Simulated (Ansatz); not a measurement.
A 2-atom cell of BaO started from a crystallographic database was put through Ansatz (plane waves). Cell and atoms come from a relaxation with r2SCAN.

The cell:
```xyz
2
Lattice="0.0000 2.7719 2.7719 2.7719 0.0000 2.7719 2.7719 2.7719 0.0000" Properties=species:S:1:pos:R:3 pbc="T T T"
Ba    0.0000    0.0000    0.0000
O     2.7719    2.7719    2.7719
```

Abridged output:
```
scf.n_extra_bands = 4 over 8 filled bands (N_el = 16.0): the run solves 12 bands
Functional definition: unnamed
ε∞ on k-mesh 4×4×4 of a primitive cell: xx 4.1877, yy 4.1877, zz 4.1877; 3/Tr ε∞, of that cell with its empty space = 0.23879606804452375
Crystal: 2 atoms, lattice volume = 42.597 Å³
Basis set: ecut = 420 eV, 869 PW (Γ)
Bands: 12, of which v1, the nominal top of the filled ones, is band 8 counted from 1 (7 counted from 0)
Symmetry: 48 space group operations
Space group: Fm-3m (ITA 225)
k-points: 16 of 216
[warm-up without exact exchange]
SCF 1 stopped early in 3 iterations: F = -6519.543666 eV  dr2 = 1.85e-5
[exact exchange on]
SCF 2 stopped early in 6 iterations: F = -6523.004338 eV  dr2 = 4.50e-6
hybrid outer 1: dexx = +7.960e-3 eV, tail = 1.85e-5 eV
SCF 3 converged in 3 iterations: F = -6523.004332 eV  dr2 = 7.35e-9
hybrid outer 2: dexx = +3.390e-7 eV, tail = 2.21e-8 eV, Δε = 2.83e-3 eV
hybrid SCF converged: 2 outer / 9 inner (+3 warm-up)
Free energy (F): -6523.004332 eV
Fermi energy:    7.275012 eV
--- Forces (eV/Å), atoms counted from 1 ---
  atom   1  Ba      0.00000      0.00000      0.00000
  atom   2  O       0.00000      0.00000      0.00000
--- Stress (GPa, compression-positive) ---
       -0.449607       0.000000       0.000000
        0.000000      -0.449607       0.000000
        0.000000       0.000000      -0.449607
  P = ⅓ Tr σ = -0.4496 GPa (-4.496 kbar)
--- Band table (eV; the first three rows and the last of 16) ---
  k-point 0: bands = […, -3.4558, -3.4558, -3.4558, 6.7953, 6.7953, 6.7953, 12.8080, 14.1015, 14.1015, 14.1015]
  k-point 1: bands = […, -3.5354, -3.4855, -3.4855, 6.2916, 6.4786, 6.4786, 13.6849, 14.0390, 14.5951, 14.5951]
  k-point 2: bands = […, -3.6832, -3.5434, -3.5434, 5.5160, 5.9277, 5.9277, 13.9180, 15.8386, 15.8386, 16.1484]
  k-point 15: bands = […, -4.8394, -4.3557, -3.6862, 6.1025, 7.0038, 7.1462, 12.5257, 15.4769, 16.1630, 19.0893]
```

Levels at the listed points, from bands.tsv (eV from the Fermi energy, bands near the gap, counted from 0):
```tsv
# k_distance	band_3	band_4	band_5	band_6	band_7	band_8	band_9	band_10	band_11
# fermi_ev = 7.275012
# [0, 0, 0] at k_distance = 0.000000
# [0.5, 0, 0.5] at k_distance = 1.133354
# [0.625, 0.25, 0.625] at k_distance = 1.534055
# [0.375, 0.375, 0.75] at k_distance = 2.228090
# [0.5, 0.5, 0.5] at k_distance = 2.922125
# [0.5, 0.25, 0.75] at k_distance = 3.723527
# [0, 0.5, 0.5] at k_distance = 4.990655
# levels_relative_to = fermi_ev
0.000	-10.731	-10.731	-0.480	-0.480	-0.480	5.533	6.826	6.826	6.826
1.133	-11.365	-11.365	-0.232	-0.232	0.000	3.962	8.157	10.931	11.230
1.534	-11.251	-11.187	-0.999	-0.826	-0.157	5.402	8.580	9.231	10.628
2.228	-11.251	-11.187	-0.999	-0.826	-0.157	5.402	8.580	9.231	10.628
2.922	-10.847	-10.847	-2.084	-1.592	-1.592	7.054	9.463	9.463	9.667
3.724	-11.880	-10.822	-1.462	-0.224	-0.224	6.605	6.605	9.073	12.036
4.991	-11.365	-11.365	-0.232	-0.232	0.000	3.962	8.157	10.931	11.230
```
In order the rows are Γ, X, U, K, L, W, X.

Q: What input produced it? Give the YAML.

A:
```yaml
crystal:
  # lattice and atoms as above
  host: atoms
kpoints:
  mp_grid: { grid: [6, 6, 6] }
  band_path:
    path:
      - [0.0, 0.0, 0.0]
      - [0.5, 0.0, 0.5]
      - [0.625, 0.25, 0.625]
      - [0.375, 0.375, 0.75]
      - [0.5, 0.5, 0.5]
      - [0.5, 0.25, 0.75]
      - [0.0, 0.5, 0.5]
    npoints: 1
hamiltonian:
  xc:
    exchange: pbe
    correlation: pbe
    exx: { coeff: inverse_dielectric }
scf:
  occupations: { method: fixed }
  n_extra_bands: 4
output:
  forces: true
  stress: true
  eigenvalues: true
```
A single point prints forces and stress when the output block asks for them. The exchange loop shows exact exchange. Not every key shows in the log; this is the file that was used.

Run as `ansatz run input.yaml --threads 2 --pin off --max-ram 2211MiB --backend cpu --events-out ev --progress --plain --runs-dir out`. Wall time 49 s on 2 threads of Arm Neoverse V2 (shared host), load about 0.1 per core; peak host memory 1.3 GiB.

No spin polarisation and no zero-point or thermal motion.

Spin-orbit coupling is left out.

The program warns that its thresholds are loose for a hybrid's stress.

The meshes of the hybrids are coarse, so their gaps aren't converged to the digits shown.
